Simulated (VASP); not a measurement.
Set up this calculation in VASP 6.6.1, as the native input.

```yaml
Task: single point
Functional: PBE
Potentials_or_basis: VASP PAW PBE potentials, release 64 (Be, Se)
Cutoff: 520 eV
k_mesh: 10 × 10 × 10
Occupations: gaussian, width 1 eV
Spin: no spin polarisation
Further_INCAR_settings: ALGO = Normal; EDIFF = 1e-07
```

The structure of BeSe lies in POSCAR:

```
BeSe                                    
1.0
    0.0000000000      2.6162904903      2.6162904903
    2.6162904903      0.0000000000      2.6162904903
    2.6162904903      2.6162904903      0.0000000000
  Be              Se            
     1     1
Direct
     0.0000000000000000    0.0000000000000000    0.0000000000000000
     0.2500000000000000    0.2500000000000000    0.2500000000000000
```

The cell isn't the ideal one: a relaxed cell with its volume scaled by 1.03.

The input as run:

INCAR

```
ALGO = Normal
EDIFF = 1E-7
ENCUT = 520
GGA = PE
ISIF = 2
ISMEAR = 0
LASPH = True
LCHARG = False
LREAL = False
LWAVE = False
NELM = 60
PREC = Accurate
SIGMA = 1.0
```

KPOINTS

```
k-points
0
Gamma
  10 10 10
```

Potentials or basis: VASP PAW PBE potentials, release 64 (Be, Se).

Command:

```console
$ cat potpaw_PBE.64/Be/POTCAR potpaw_PBE.64/Se/POTCAR > POTCAR
$ mpirun -np 1 vasp_std > vasp.out
```

Results of the run:

```json
{"Pressure": "-2.1 GPa", "Band gap on the k mesh": "2.73 eV, indirect (least direct gap 4.00 eV)"}
```

Wall time 11 s on 1 thread of Intel(R) Xeon(R) 6975P-C (Granite Rapids), on a shared host, peak memory 0.15 GiB.
